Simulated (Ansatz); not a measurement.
## HfN under strain

All numbers below come from DFT PBEsol, scalar-relativistic, plane waves, PAW in Ansatz. Settings: 420 eV cutoff, 18×18×10 k-mesh, Gaussian smearing of 0.10 eV, no spin polarisation.

Starting point, cell and atoms relaxed:

```
CELL_PARAMETERS angstrom
3.12771 0.00000 0.00000
-1.56385 2.70867 0.00000
0.00000 0.00000 5.39094
ATOMIC_POSITIONS crystal
Hf 0.66667 0.33333 0.75000
Hf 0.33333 0.66667 0.25000
N 0.00000 0.00000 0.00000
N 0.00000 0.00000 0.50000
```

Deformation: biaxial strain in the a-b plane, with the length and tilt of c and the atoms relaxed, all within the symmetry that the strain leaves. Energies are extrapolated to zero smearing. Stress is positive in compression, on the Cartesian axes of the cell above. On this cell's mesh the reference holds a stress of up to 0.13 GPa.

Spin–orbit coupling is left out, which can shift energies with elements as heavy as these.

Strains computed: -6.0, -4.0, -2.0, +2.0, +4.0, +6.0 %.

**Question.** At which strain does the energy stand 76.4 meV/atom over the relaxed crystal with σxx = 28.09, σyy = 28.09, σzz = 0.00 GPa?

**Answer.** -4.0 %.

This form isn't the usual stable structure of the compound.